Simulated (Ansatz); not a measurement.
# Ge (simple hexagonal type): the cost of one run

Program: Ansatz 0.2.0. Level of theory: DFT PBE, with the methods named in each step. These are calculated values, not measurements.

1 further run of the same task is left out (it didn't finish).

### Step 1. The structure to begin with

The structure is hexagonal, space group P6/mmm (No. 191). Conventional cell: a = 2.895 Å, b = 2.895 Å, c = 2.722 Å, α = 90.00°, β = 90.00°, γ = 120.00°. Ge (site symmetry 6/mmm) is surrounded by 8 Ge at 2.72 to 2.90 Å.

Structure file:

```cif
data_structure
_symmetry_space_group_name_H-M 'P6/mmm'
_symmetry_Int_Tables_number 191
_cell_length_a 2.8954
_cell_length_b 2.8954
_cell_length_c 2.7217
_cell_angle_alpha 90.000
_cell_angle_beta 90.000
_cell_angle_gamma 120.000
_cell_volume 19.76
loop_
_atom_site_label
_atom_site_type_symbol
_atom_site_symmetry_multiplicity
_atom_site_Wyckoff_symbol
_atom_site_fract_x
_atom_site_fract_y
_atom_site_fract_z
_atom_site_occupancy
Ge1 Ge 1 a 0.00000 0.00000 0.00000 1
```

The file gives the conventional cell by its symmetry; the runs use the cell typed in the input.

Whether this phase is the stable one at these pressures isn't tested.

### Step 2. Cell relaxed at zero pressure, PAW

input.yaml

```yaml
crystal:
  lattice:
    - [2.8954060997, 0.0, 0.0]
    - [-1.4477030498, 2.5074952366, 0.0]
    - [0.0, 0.0, 2.7216817337]
  atoms:
    - { symbol: Ge, position: [0.0, 0.0, 0.0] }
kpoints:
  mp_grid: { grid: [17, 17, 15] }
scf:
  occupations: { method: fermi_dirac, width: 0.1 }
hamiltonian:
  xc: pbe
  pseudopotentials: { kind: paw }
output:
  forces: true
  stress: true
relax:
  f_tol: 0.005
  max_steps: 40
  cell: {}
```

Command:

```bash
ansatz run input.yaml --threads 1 --pin off --max-ram 2048MiB --backend cpu --events-out ev --progress --plain --runs-dir out
```

What time and memory should one allow on 1 thread of Intel Xeon 6975P-C (Granite Rapids), shared host?

About 6.3 s, with a peak of 0.41 GiB.
